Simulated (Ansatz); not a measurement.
## TaN under pressure: fit and missing row

TaN, P-62m, a = 5.179 Å, c = 2.896 Å. Ansatz: PBEsol, PAW, 420 eV, Γ-centred 12×12×12 mesh on 6 atoms, Gaussian smearing 0.10 eV; no spin polarisation. Cell and atoms are relaxed at each pressure, and no other structure is tried, so the rows at high pressure may lie past a change of phase.

| V (Å³/atom) | P (GPa) |
| --- | --- |
| ? | 59.99 |
| 10.374 | 30.06 |
| 10.751 | 15.05 |
| 10.954 | 8.00 |
| 11.111 | 3.00 |
| 11.211 | 0.00 |
| 11.316 | -3.00 |

Problem. Take V0 = 11.211 Å³/atom, fit the third-order Birch–Murnaghan form to the other rows, and predict the missing volume.

Solution. With the Eulerian strain f = ½[(V0/V)^(2/3) − 1] and y = P/[3f(1 + 2f)^(5/2)], the form is the line y = B0 + 1.5 B0 (B0′ − 4) f. Rows (f, y): 0.02654, 331.8; 0.01416, 330.4; 0.00779, 329.3; 0.00300, 328.4; -0.00310, 327.6. Means f = 0.009678, y = 329.50; Σ(Δf)² = 0.0005159, ΣΔfΔy = 0.07482; the slope is their ratio. y = 328.1 + 145.0 f GPa, so B0 = 328.1 GPa and B0′ = 4 + 2 × (145.0)/(3 × 328.1) = 4.29. P = 59.99 GPa is met at f = 0.04756 (y = 335.00), so V = V0 (1 + 2f)^(−3/2) = 9.782 Å³/atom. The run gave 9.777 Å³/atom, so the fit is 0.005 Å³/atom too high, a small miss on the scale of the series. The form still works here, 91 % of the fitted range beyond its end.

Spin–orbit coupling is left out, which can shift energies with elements as heavy as these.